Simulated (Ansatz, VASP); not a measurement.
TaN in VASP and in Ansatz

The input INCAR:

```
PREC = Accurate
ENCUT = 520
EDIFF = 1E-7
ISMEAR = 0
SIGMA = 0.2
LREAL = False
LASPH = True
NELM = 100
ALGO = Normal
ISIF = 2
LWAVE = False
LCHARG = False
GGA = PE
NBANDS = 24
```

File KPOINTS:

```
regular mesh
0
Gamma
  8 8 4
```

File POSCAR:

```
TaN
1.0
    3.0500010905      0.0000000000      0.0000000000
   -1.5250005453      2.6413784260      0.0000000000
    0.0000000000      0.0000000000      4.9400000000
Ta N
2 2
Direct
    0.3333333333      0.6666666667      0.0000000000
    0.6666666667      0.3333333333      0.5000000000
    0.3333333333      0.6666666667      0.3850000000
    0.6666666667      0.3333333333      0.8850000000
```

Input for Ansatz:

```yaml
crystal:
  lattice:
    - [3.0500010905, 0.0, 0.0]
    - [-1.5250005453, 2.641378426, 0.0]
    - [0.0, 0.0, 4.94]
  atoms:
    - { symbol: Ta, position: [0.3333333333, 0.6666666667, 0.0] }
    - { symbol: Ta, position: [0.6666666667, 0.3333333333, 0.5] }
    - { symbol: "N", position: [0.3333333333, 0.6666666667, 0.385] }
    - { symbol: "N", position: [0.6666666667, 0.3333333333, 0.885] }
basis:
  ecutwfc: 420
kpoints:
  mp_grid: { grid: [8, 8, 4] }
hamiltonian:
  xc: pbe
scf:
  occupations: { method: gaussian, width: 0.2 }
output:
  forces: true
  stress: true
  eigenvalues: true
```

Alike in both runs: task single point; functional PBE; k mesh 8 × 8 × 4; occupations gaussian, width 0.2 eV; no spin polarisation.

|  | VASP | Ansatz |
| --- | --- | --- |
| version | VASP 6.6.1 | Ansatz 0.2.0 |
| potentials or method | VASP PAW PBE potentials, release 64 (Ta_pv, N) | scalar-relativistic, plane waves, PAW |
| plane-wave cutoff (eV) | 520 | 420 |
| valence electrons in the cell | 32 | 36 |

|  | VASP | Ansatz | Ansatz less VASP |
| --- | --- | --- | --- |
| gap on the k mesh at the Fermi level (eV) | none | none | - |
| rms of the force components (eV/Å) | 1.317 | 1.290 | -0.0268 |

Atom by atom the forces differ by 0.027 eV/Å (rms over components). A gap of «none» marks a metal or a gap that the smearing closes. With one functional, cell and mesh, what is left measures potentials, basis and numerics. The two sets of potentials don't hold the same shells in valence.

Caveats: forces of over 1 eV/Å show positions far from the minimum, so gaps and moduli don't describe the material at rest. The runs have no spin-orbit coupling, so splittings on Ta are missing.
